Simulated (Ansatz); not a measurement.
Co in Ansatz: the effect of functional

The system is Co.

```
Co
1.0
     2.50453    0.00000    0.00000
    -1.25226    2.16899    0.00000
     0.00000    0.00000    4.07406
Co
2
Cartesian
  1.2523 0.7230 3.0555
  0.0000 1.4460 1.0185
```

The cell isn't the ideal one: volume scaled by 1.04.

Alike in all runs:

| Property | Result |
| --- | --- |
| Program | Ansatz 0.2.0 |
| Task | single point |
| Potentials or basis | Ansatz PAW |
| k mesh | 12 × 12 × 7 |
| Occupations | fermi-dirac, width 0.05 eV |
| Spin | collinear spin, ferromagnetic start |
| Starting moments | [2.0, 2.0] μB |

```tsv
functional	cutoff	pressure (GPa)	moment (μB)
LDA	420 eV (not typed: the program's choice for these potentials)	-21.3	3.20
r2SCAN	500 eV (not typed: the program's choice for these potentials)	?	?
PBE	420 eV (not typed: the program's choice for these potentials)	-3.5	3.29
```

**Question.** What does the run with functional r2SCAN give?

**Answer.** Pressure -8.3 GPa; moment 3.59 μB.

Caveats: the PAW data sets come from PBE, with cores solved anew for the run's functional, which leaves a small shift of forces and pressure (some runs); the magnetic or orbital state may not be the lowest (some runs).
